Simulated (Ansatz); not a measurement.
# MnO: the cost of one run

Method: DFT PBE, scalar-relativistic, plane waves, PAW, in Ansatz 0.2.0.

1 further run of the same task is left out (set aside as unsound or not needed).

## Step 1: Starting point

It takes space group F-43m (No. 216, cubic). The conventional cell has a = 5.934 Å, b = 5.934 Å, c = 5.934 Å, α = 90.00°, β = 90.00°, γ = 90.00°. Mn (site symmetry -43m) has 4 Se at 2.57 Å as nearest neighbours. Se (site symmetry -43m) has 4 Mn at 2.57 Å as nearest neighbours.

Coordinates:

```
Mn Se
1.0
     0.00000    2.96694    2.96694
     2.96694    0.00000    2.96694
     2.96694    2.96694    0.00000
Mn Se
1 1
Cartesian
  0.0000 0.0000 0.0000
  4.4504 4.4504 4.4504
```

It is the result of an earlier relaxation at this level (volume 26.12 Å³/atom; gap on the mesh: none (metal), site moments up to 4.3 μB).

## Step 2: Se → O: the starting cell

MnO starts from the relaxed positions of MnSe, with all lengths scaled by 0.858, a guess from tabulated radii. Atoms that may carry a moment start with parallel spins.

## Step 3: Quick check of gap, pressure and forces (MnO)

File input.yaml:

```yaml
crystal:
  lattice:
    - [0.0, 2.5443376084, 2.5443376084]
    - [2.5443376084, 0.0, 2.5443376084]
    - [2.5443376084, 2.5443376084, 0.0]
  atoms:
    - { symbol: Mn, position: [0.0, 0.0, 0.0], spin: 4.0 }
    - { symbol: O, position: [0.75, 0.75, 0.75] }
basis:
  ecutwfc: 420
kpoints:
  mp_grid: { grid: [6, 6, 6] }
hamiltonian:
  xc: pbe
scf:
  occupations: { method: gaussian, width: 0.1 }
  lower_state_search: "off"
output:
  forces: true
  stress: true
  eigenvalues: true
  populations: true
magnetization:
  spin_polarized: true
```

What time and memory should one allow on 1 thread of an Arm CPU, shared host?

About 4.7 s, with a peak of 0.3 GiB.
